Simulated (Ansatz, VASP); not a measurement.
# PbF2: VASP beside Ansatz

One calculation is typed for both programs; each brings its own data sets and cutoff. How far apart do they land? The cell is a member of a volume series, scaled by 0.94 from a relaxed one, so a pressure remains.

Main program and level: Ansatz 0.2.0; plane waves, with VASP 6.6.1 beside it; single point at PBEsol.

### Step 1. Set-up

It takes space group Pnma (No. 62, orthorhombic). The conventional cell has a = 6.268 Å, b = 3.780 Å, c = 7.485 Å, α = 90.00°, β = 90.00°, γ = 90.00°. Pb has 7 F at 2.37 to 2.55 Å nearest. Nearest to F lie 4 Pb at 2.40 to 2.54 Å. Nearest to F lie 3 Pb at 2.37 to 2.55 Å. Farther neighbours and most contacts between anions are not listed.

### Step 2. VASP: single point, PBEsol, volume scaled by 0.94

With cell and atoms fixed, the geometry can't cause a difference; cores, projectors, grids and the points listed under the comparison can.

Lines of VASP's logs that name or quote its potential files are left out, and so is its time.

File INCAR:

```
SYSTEM = PbF2
PREC = Accurate
ENCUT = 520
EDIFF = 1E-06
NELM = 100
ISMEAR = 0
SIGMA = 0.05
LREAL = .FALSE.
ALGO = Normal
GGA = PS
NBANDS = 69
LORBIT = 11
LWAVE = .FALSE.
LCHARG = .FALSE.
KPAR = 8
ISIF = 2
```

File POSCAR:

```
PbF2
1.0
    6.2676936668      0.0000000000      0.0000000000
    0.0000000000      3.7801090743      0.0000000000
    0.0000000000      0.0000000000      7.4847979476
Pb F
4 8
Direct
    0.7438687810      0.7500000000      0.1052510228
    0.2561312190      0.2500000000      0.8947489772
    0.7561312190      0.2500000000      0.6052510228
    0.2438687810      0.7500000000      0.3947489772
    0.1407002138      0.7500000000      0.0670908324
    0.8592997862      0.2500000000      0.9329091676
    0.3592997862      0.2500000000      0.5670908324
    0.6407002138      0.7500000000      0.4329091676
    0.5239141385      0.7500000000      0.8474349737
    0.4760858615      0.2500000000      0.1525650263
    0.9760858615      0.2500000000      0.3474349737
    0.0239141385      0.7500000000      0.6525650263
```

File KPOINTS:

```
Automatic mesh
0
Gamma
4 7 4
0 0 0
```

Potentials, in the order of the species: Pb_d and F (PBE family, release 64).

Run with:

```sh
> mpirun -np 8 vasp_std
```

Numbers of over 12 decimals in the logs are rounded to 6 here.

The log of the run:

```text
[banner, memory and clock lines left out]
running    8 mpi-ranks, on    1 nodes
 distrk:  each k-point on    1 cores,    8 groups
 distr:  one band on    1 cores,    1 groups

 POSCAR found type information on POSCAR PbF
 POSCAR found :  2 types and      12 ions
|                                                                             |
|           W    W    AA    RRRRR   N    N  II  N    N   GGGG   !!!           |
|           W    W   A  A   R    R  NN   N  II  NN   N  G    G  !!!           |
|           W    W  A    A  R    R  N N  N  II  N N  N  G       !!!           |
|           W WW W  AAAAAA  RRRRR   N  N N  II  N  N N  G  GGG   !            |
|           WW  WW  A    A  R   R   N   NN  II  N   NN  G    G                |
|           W    W  A    A  R    R  N    N  II  N    N   GGGG   !!!           |
|                                                                             |
|     For optimal performance we recommend to set                             |
|       NCORE = 2 up to number-of-cores-per-socket                            |
|     NCORE specifies how many cores store one orbital (NPAR=cpu/NCORE).      |
|     This setting can greatly improve the performance of VASP for DFT.       |
|     The default, NCORE=1 might be grossly inefficient on modern             |
|     multi-core architectures or massively parallel machines. Do your        |
|     Unfortunately you need to use the default for GW and RPA                |
|     calculations (for HF NCORE is supported but not extensively tested      |
|     yet).                                                                   |
|                                                                             |

|                                                                             |
|               ----> ADVICE to this user running VASP <----                  |
|                                                                             |
|     You enforced a specific xc type in the INCAR file but a different       |
|     [... a line on the potential file left out ...]
|     I HOPE YOU KNOW WHAT YOU ARE DOING!                                     |
|                                                                             |

 LDA part: xc-table for (Slater+PW92), standard interpolation
 POSCAR, INCAR and KPOINTS ok, starting setup
 FFT: planning ... GRIDC
 FFT: planning ... GRID_SOFT
 FFT: planning ... GRID
 WAVECAR not read
 entering main loop
       N       E                     dE             d eps       ncg     rms          rms(c)
DAV:   1     0.177072697345E+04    0.17707E+04   -0.54095E+04  4981   0.201E+03
DAV:   2     0.268128940117E+03   -0.15026E+04   -0.14182E+04  5344   0.591E+02
DAV:   3    -0.419954674926E+02   -0.31012E+03   -0.29463E+03  5742   0.279E+02
DAV:   4    -0.645272342343E+02   -0.22532E+02   -0.22274E+02  6480   0.800E+01
DAV:   5    -0.650471596293E+02   -0.51993E+00   -0.51910E+00  5679   0.127E+01    0.137E+01
DAV:   6    -0.594006146598E+02    0.56465E+01   -0.20430E+01  7041   0.264E+01    0.471E+00
DAV:   7    -0.594085957293E+02   -0.79811E-02   -0.16670E+00  5321   0.519E+00    0.293E+00
DAV:   8    -0.593776248752E+02    0.30971E-01   -0.36843E-01  5389   0.387E+00    0.886E-01
DAV:   9    -0.593650337629E+02    0.12591E-01   -0.55652E-02  7619   0.130E+00    0.150E-01
DAV:  10    -0.593666285287E+02   -0.15948E-02   -0.59504E-03  5648   0.360E-01    0.587E-02
DAV:  11    -0.593666915678E+02   -0.63039E-04   -0.19663E-04  7659   0.103E-01    0.352E-02
DAV:  12    -0.593666999243E+02   -0.83565E-05   -0.91851E-05  6456   0.592E-02    0.102E-02
DAV:  13    -0.593667013308E+02   -0.14065E-05   -0.86027E-06  5838   0.266E-02    0.819E-03
DAV:  14    -0.593666990540E+02    0.22768E-05   -0.30469E-06  4078   0.148E-02    0.149E-03
DAV:  15    -0.593666990944E+02   -0.40358E-07   -0.13224E-06  2983   0.722E-03
   1 F= -.59366699E+02 E0= -.59366699E+02  d E =-.359398E-18
```

Parts of OUTCAR (step 2):

```text
ion  position               nearest neighbor table
   1  0.744  0.750  0.105-   9 2.37   6 2.40   6 2.40   5 2.50   8 2.54  10 2.55  10 2.55  11 3.00
                            11 3.00   4 3.81   4 3.81   2 3.92   2 3.92   2 4.05   2 4.05
   2  0.256  0.250  0.895-  10 2.37   5 2.40   5 2.40   6 2.50   7 2.54   9 2.55   9 2.55  12 3.00
                            12 3.00   3 3.81   3 3.81   1 3.92   1 3.92   1 4.05   1 4.05
   3  0.756  0.250  0.605-  11 2.37   8 2.40   8 2.40   7 2.50   6 2.54  12 2.55  12 2.55   9 3.00
                             9 3.00   2 3.81   2 3.81   4 3.92   4 3.92   4 4.05   4 4.05
   4  0.244  0.750  0.395-  12 2.37   7 2.40   7 2.40   8 2.50   5 2.54  11 2.55  11 2.55  10 3.00
                            10 3.00   1 3.81   1 3.81   3 3.92   3 3.92   3 4.05   3 4.05
   5  0.141  0.750  0.067-   2 2.40   2 2.40   1 2.50   4 2.54
   6  0.859  0.250  0.933-   1 2.40   1 2.40   2 2.50   3 2.54
   7  0.359  0.250  0.567-   4 2.40   4 2.40   3 2.50   2 2.54
   8  0.641  0.750  0.433-   3 2.40   3 2.40   4 2.50   1 2.54
   9  0.524  0.750  0.847-   1 2.37   2 2.55   2 2.55   3 3.00   3 3.00
  10  0.476  0.250  0.153-   2 2.37   1 2.55   1 2.55   4 3.00   4 3.00
  11  0.976  0.250  0.347-   3 2.37   4 2.55   4 2.55   1 3.00   1 3.00
  12  0.024  0.750  0.653-   4 2.37   3 2.55   3 2.55   2 3.00   2 3.00

  LATTYP: Found a simple orthorhombic cell.
 ALAT       =     3.7801090743
 B/A-ratio  =     1.6580721729
 C/A-ratio  =     1.9800481416

 Subroutine GETGRP returns: Found  8 space group operations
 (whereof  2 operations were pure point group operations)

The static configuration has the point symmetry S_2 .
 The point group associated with its full space group is D_2h.

 Found     36 irreducible k-points:

   k-points           NKPTS =     36   k-points in BZ     NKDIM =     36   number of bands    NBANDS=     69

   dimension x,y,z NGX =    48 NGY =   28 NGZ =   56
   dimension x,y,z NGXF=    96 NGYF=   56 NGZF=  112

   ENCUT  =  520.0 eV  38.22 Ry    6.18 a.u.  11.65  7.03 13.92*2*pi/ulx,y,z

   NELECT =     112.0000    total number of electrons

 k-points in reciprocal lattice and weights: Automatic mesh
   0.00000000  0.00000000  0.00000000       0.009
   0.25000000  0.00000000  0.00000000       0.018
   0.50000000  0.00000000  0.00000000       0.009
   0.00000000  0.14285714  0.00000000       0.018
   0.25000000  0.14285714  0.00000000       0.036
   0.50000000  0.14285714  0.00000000       0.018
   0.00000000  0.28571429  0.00000000       0.018
   0.25000000  0.28571429  0.00000000       0.036
   0.50000000  0.28571429  0.00000000       0.018
[...]
0.25000000  0.42857143  0.50000000       0.036
   0.50000000  0.42857143  0.50000000       0.018

 average (electrostatic) potential at core
       1 -91.2596       2 -91.2596       3 -91.2596       4 -91.2596       5 -74.2168
       6 -74.2168       7 -74.2168       8 -74.2168       9 -73.9346      10 -73.9346
      11 -73.9346      12 -73.9346

 E-fermi :   3.8653

 k-point     1 :       0.0000    0.0000    0.0000
  band No.  band energies     occupation
    ...
     52       1.2965      2.00000
     53       1.3824      2.00000
     54       3.1560      2.00000
     55       3.2586      2.00000
     56       3.2931      2.00000
     57       7.7623      0.00000
     58       8.3817      0.00000
     59       9.2029      0.00000
     60       9.2319      0.00000
     61      10.4254      0.00000
    ...

 k-point     2 :       0.2500    0.0000    0.0000
  band No.  band energies     occupation
    ...
     52       1.3141      2.00000
     53       1.6784      2.00000
     54       3.0354      2.00000
     55       3.2062      2.00000
     56       3.2995      2.00000
     57       8.0225      0.00000
     58       8.1293      0.00000
     59       8.2930      0.00000
     60      10.1536      0.00000
     61      10.2296      0.00000
    ...

 k-point     3 :       0.5000    0.0000    0.0000
  band No.  band energies     occupation
    ...
     52       1.3011      2.00000
     53       2.4245      2.00000
     54       2.4245      2.00000
     55       3.2838      2.00000
     56       3.2838      2.00000
     57       7.8748      0.00000
     58       7.8748      0.00000
     59       8.9676      0.00000
     60       8.9676      0.00000
     61      10.6850      0.00000
    ...

  Total        6.4118323      6.6555475      6.7620939      0.0000000      0.0000000      0.0000000
  in kB       57.9296045     60.1315221     61.0941472      0.0000000      0.0000000      0.0000000
  external PRESSURE =      59.7184246 kB  Pullay stress =       0.0000000 kB

  energy-cutoff  :      520.00
  volume of cell :      177.33
      direct lattice vectors                 reciprocal lattice vectors
     6.267693667  0.000000000  0.000000000     0.159548321  0.000000000  0.000000000
     0.000000000  3.780109074  0.000000000     0.000000000  0.264542631  0.000000000
     0.000000000  0.000000000  7.484797948     0.000000000  0.000000000  0.133604141

 POSITION                                       TOTAL-FORCE (eV/Angst)
 -----------------------------------------------------------------------------------
      4.66234      2.83508      0.78778         0.067005      0.000000      0.272059
      1.60535      0.94503      6.69702        -0.067005      0.000000     -0.272059
      4.73920      0.94503      4.53018        -0.067005      0.000000      0.272059
      1.52849      2.83508      2.95462         0.067005      0.000000     -0.272059
      0.88187      2.83508      0.50216        -0.004559      0.000000      0.058221
      5.38583      0.94503      6.98264         0.004559      0.000000     -0.058221
      2.25198      0.94503      4.24456         0.004559      0.000000      0.058221
      4.01571      2.83508      3.24024        -0.004559      0.000000     -0.058221
      3.28373      2.83508      6.34288         0.033489     -0.000000     -0.225465
      2.98396      0.94503      1.14192        -0.033489     -0.000000      0.225465
      6.11781      0.94503      2.60048        -0.033489     -0.000000     -0.225465
      0.14989      2.83508      4.88432         0.033489     -0.000000      0.225465
 -----------------------------------------------------------------------------------
    total drift:                                0.000000      0.000000      0.000000

  FREE ENERGIE OF THE ION-ELECTRON SYSTEM (eV)
  ---------------------------------------------------
  free  energy   TOTEN  =       -59.3666990944 eV

  energy  without entropy=      -59.3666990944  energy(sigma->0) =      -59.36669909

 total charge
# of ion       s       p       d       tot
------------------------------------------
    1        1.538   0.344   9.876  11.758
    2        1.538   0.344   9.876  11.758
    3        1.538   0.344   9.876  11.758
    4        1.538   0.344   9.876  11.758
    5        1.744   4.329   0.000   6.073
    6        1.744   4.329   0.000   6.073
    7        1.744   4.329   0.000   6.073
    8        1.744   4.329   0.000   6.073
    9        1.740   4.314   0.000   6.054
   10        1.740   4.314   0.000   6.054
   11        1.740   4.314   0.000   6.054
   12        1.740   4.314   0.000   6.054
--------------------------------------------------
tot         20.091  35.947  39.504  95.542

[... 3 further parts left out ...]
```

The gap is read on the k-mesh alone, so it is an upper bound where the band edges lie off the mesh. The PAW data sets were made with PBE, which is usual practice but a small mismatch for other functionals. The scan keeps the cell's shape and the fractional positions fixed.

### Step 3. Ansatz: single point, PBEsol, volume scaled by 0.94

Ansatz runs on its default PAW (the set named soft_2) files.

The same cell, functional, mesh and smearing now go to Ansatz, which takes its cutoff from its data sets.

File input.yaml:

```yaml
crystal:
  lattice:
    - [6.2676936668, 0.0, 0.0]
    - [0.0, 3.7801090743, 0.0]
    - [0.0, 0.0, 7.4847979476]
  atoms:
    - { symbol: Pb, position: [0.743868781, 0.75, 0.1052510228] }
    - { symbol: Pb, position: [0.256131219, 0.25, 0.8947489772] }
    - { symbol: Pb, position: [0.756131219, 0.25, 0.6052510228] }
    - { symbol: Pb, position: [0.243868781, 0.75, 0.3947489772] }
    - { symbol: F, position: [0.1407002138, 0.75, 0.0670908324] }
    - { symbol: F, position: [0.8592997862, 0.25, 0.9329091676] }
    - { symbol: F, position: [0.3592997862, 0.25, 0.5670908324] }
    - { symbol: F, position: [0.6407002138, 0.75, 0.4329091676] }
    - { symbol: F, position: [0.5239141385, 0.75, 0.8474349737] }
    - { symbol: F, position: [0.4760858615, 0.25, 0.1525650263] }
    - { symbol: F, position: [0.9760858615, 0.25, 0.3474349737] }
    - { symbol: F, position: [0.0239141385, 0.75, 0.6525650263] }
hamiltonian:
  xc: pbesol
  pseudopotentials: { kind: paw }
kpoints:
  mp_grid: { grid: [4, 7, 4] }
scf:
  occupations: { method: gaussian, width: 0.05 }
  n_extra_bands: 7
output:
  forces: true
  stress: true
  eigenvalues: true
  write_density: true
  write_potential: true
  elf: true
  volumetric_format: npy
```

Run with:

```sh
> ansatz run input.yaml --threads 4 --pin off --max-ram 9216MiB --backend cpu --events-out ev --progress --plain --runs-dir out
```

The log of the run:

```text
scf.n_extra_bands = 7 over 56 filled bands (N_el = 112.0): the run solves 63 bands
Engine: ansatz 0.2.0, aarch64-unknown-linux-gnu
Pseudopotentials: kind: paw
Pseudopotential: Pb, paw, valence charge 14, recommended cutoff 420 eV (normal), Pb.paw.azcp
Pseudopotential: F, paw, valence charge 7, recommended cutoff 420 eV (normal), F.paw.azcp
Functional definition: PBEsol
  exchange = pbesol_x
  correlation = pbesol_c
Crystal: 12 atoms, lattice volume = 177.334 Å³
Basis set: ecut = 420 eV, 3481 PW (Γ), exchange–correlation on 90×54×108 points (8 copies of the dense FFT grid, shifted against one another)
Bands: 63, of which v1, the nominal top of the filled ones, is band 56 counted from 1 (55 counted from 0)
Symmetry: 8 space group operations
Space group: Pnma (ITA 62), of the structure as read, at distance tolerance 5.6e-5 Å
k-points: 36 of 112
Non-local potential: Pb, projectors of the file, l = 0: 2, l = 1: 2, l = 2: 2, l = 3: 2
Non-local potential: F, projectors of the file, l = 0: 2, l = 1: 2, l = 2: 1
PAW form: soft (Blöchl's): semilocal exchange-correlation on the pseudo side does not see the compensation charge
PAW frozen core: Pb, regenerated for the run's functional, and the local potential with it (the file was generated under x = pbe(κ = 0.804, μ = 0.219515), c = pbe(β = 0.066725))
PAW frozen core: F, regenerated for the run's functional, and the local potential with it (the file was generated under x = pbe(κ = 0.804, μ = 0.219515), c = pbe(β = 0.066725))
PAW one-centre angular grid: Pb, 590 points (default); XC on 64 Gauss nodes
PAW one-centre angular grid: F, 110 points (default); XC on 64 Gauss nodes
Initial density: superposition of atomic densities (neutral atoms: chi_scale 0, normalization atom), corrected by the library's trained network
Initial wavefunctions: pseudopotential atomic-orbital guess
Functional: x = pbesol(κ = 0.804, μ = 0.123457), c = pbesol(β = 0.046)
SCF iter   1: F=—  HF=-53428.674423 eV  |F-HF|=—  |Δ(HF+E_count)|=         —  Δρ=1.66e-2  dr2=3.32e-1  ethr=1.77e-3  ⟨swp⟩=6.3  Hψ=8797  notcnv=0
preconditioner: auto → Resta (q_TF=auto, 2.527 Å⁻¹)  ε∞=4.5  [insulator: Δε(μ)=4.089 eV  Ē_g=15.679 eV  σ=0.050 eV  W_gap=1.00  n_scr=44 (ndim 8)  ℏωp=29.5 eV  f_vac=0.024  D(μ)=0.00/eV (n_scr^D=0)  ε∞_Penn≈4.5]
SCF iter   2: F=—  HF=-53428.591526 eV  |F-HF|=—  |Δ(HF+E_count)|=   8.29e-2  Δρ=3.88e-3  dr2=1.04e-2  ethr=2.97e-4  ⟨swp⟩=2.4  Hψ=4912  notcnv=0  defer=96
SCF iter   3: F=—  HF=-53428.589377 eV  |F-HF|=—  |Δ(HF+E_count)|=   2.15e-3  Δρ=1.18e-3  dr2=1.66e-3  ethr=9.32e-6  ⟨swp⟩=2.1  Hψ=3933  notcnv=0  defer=96
SCF iter   4: F=—  HF=-53428.589431 eV  |F-HF|=—  |Δ(HF+E_count)|=   5.38e-5  Δρ=2.64e-4  dr2=1.01e-4  ethr=1.48e-6  ⟨swp⟩=2.0  Hψ=2892  notcnv=0  defer=96
SCF iter   5: F=—  HF=-53428.589480 eV  |F-HF|=—  |Δ(HF+E_count)|=   4.93e-5  Δρ=2.31e-4  dr2=5.81e-5  ethr=9.06e-8  ⟨swp⟩=2.0  Hψ=4188  notcnv=0  defer=96
SCF iter   6: F=—  HF=-53428.589514 eV  |F-HF|=—  |Δ(HF+E_count)|=   3.41e-5  Δρ=2.58e-5  dr2=8.65e-7  ethr=5.19e-8  ⟨swp⟩=2.0  Hψ=4031  notcnv=0  defer=96
SCF iter   7: F=—  HF=-53428.589515 eV  |F-HF|=—  |Δ(HF+E_count)|=   1.00e-6  Δρ=6.73e-6  dr2=1.04e-7  ethr=8.93e-11  ⟨swp⟩=15.2  Hψ=19433  notcnv=0
SCF iter   8: F=-53428.589515 eV  HF=-53428.589515 eV  |F-HF|=3.04e-9  |Δ(HF+E_count)|=   1.15e-7  Δρ=1.66e-6  dr2=4.43e-9  ethr=8.93e-11  ⟨swp⟩=8.3  Hψ=15228  notcnv=0
SCF 1 converged in 8 iterations: F = -53428.589515 eV  dr2 = 4.43e-9
  greatest PAW one-centre occupation: 0.984 electrons in one spin orbital (limit 2), on the Pb atom at site 3 (counted from 0), in its partial waves of l = 2
SCF converged after 8 iterations
Free energy (F): -53428.589515 eV
Harris-Foulkes:  -53428.589515 eV  (|F-HF|=3.04e-9)
Internal energy: -53428.589515 eV  (E = F + TS)
E sigma→0 (E₀):  -53428.589515 eV
Fermi energy:    9.350614 eV
--- Per-component energies (eV) ---
  E_band       = -296.653725
  E_kinetic    = 2800.475029
  E_local      = -7909.861043  (includes V_loc(G=0)·N_el)
  E_nonlocal   = 2000.549247
  E_hartree    = 3000.137351
  E_xc         = -1512.519854
  E_vxc        = -1350.548600  (∫ρ·V_xc dr)
  E_paw        = -42554.225478  (= ΣΔE_a)
  E_vpaw       = -1837.560839  (= ΣTr[D̂ρ^β])
  E_aug_tail   = 0.016429  (compensation charges beyond the density's cutoff)
  E_ewald      = -9253.749204
  E_core_change = 0.588007  (= ΣΔE_core)
  E_smearing   = -0.000000  (= −TS)
  E_closure    = 0.000000  (closes the sum)
  Σ components = -53428.589515   (vs F -53428.589515, Δ=0.00e0)
--- Forces (eV/Å), atoms counted from 1 ---
  atom   1  Pb     0.05891979     0.00000000     0.24689298
  atom   2  Pb    -0.05891979    -0.00000000    -0.24689298
  atom   3  Pb    -0.05891979     0.00000000     0.24689298
  atom   4  Pb     0.05891979     0.00000000    -0.24689298
  atom   5  F     -0.00088192     0.00000000     0.04899487
  atom   6  F      0.00088192     0.00000000    -0.04899487
  atom   7  F      0.00088192     0.00000000     0.04899487
  atom   8  F     -0.00088192     0.00000000    -0.04899487
  atom   9  F      0.03789270     0.00000000    -0.21014242
  atom  10  F     -0.03789270     0.00000000     0.21014242
  atom  11  F     -0.03789270     0.00000000    -0.21014242
  atom  12  F      0.03789270    -0.00000000     0.21014242
  max |Σ_I F_I| component: 1.39e-17 eV/Å
--- Stress (GPa, compression-positive) ---
        6.011230       0.000000       0.000000
        0.000000       6.204827       0.000000
        0.000000       0.000000       6.313890
  P = ⅓ Tr σ = 6.1766 GPa (61.766 kbar)
--- Band table (eV; the first three rows and the last of 36) ---
  k-point 0: bands = [... 52 lower, 5.0547, 6.8409, 6.9420, 6.9751, 11.4488, 12.0696, 12.8864, 12.9166, ... 3 higher]
  k-point 1: bands = [... 52 lower, 5.1394, 6.4726, 6.9944, 7.0802, 11.6393, 12.3864, 12.6150, 13.0136, ... 3 higher]
  k-point 2: bands = [... 52 lower, 5.8121, 5.8121, 7.0781, 7.0781, 12.0936, 12.0936, 13.1734, 13.1734, ... 3 higher]
  k-point 35: bands = [... 52 lower, 6.7231, 6.7231, 6.8117, 6.8117, 11.9896, 11.9896, 12.0994, 12.0994, ... 3 higher]
```

Wall time 13 s (4 threads of Arm Neoverse V1, shared host); peak memory 0.74 GiB; 49 s of CPU time.

The column dr2 measures how far the density is from self-consistency, as an energy; F and HF (Harris–Foulkes) agree once it is small.

The run ends at a pressure of 6.18 GPa, with forces up to 0.25 eV/Å.

(Part 1 of 2 ends here.)

[Lines on the potential files, build, host, timing and source positions are cut from VASP's logs without a mark.]

[Logs are printed without paths, hosts, clocks, repeated set-up lines and the standing remarks that a program may print on its own settings, such as how far it seeks lower states.]

[Hosts, paths, dates, database ids (printed as entryN), source tags and the programs' standing remarks are cut or masked in the printed files.]
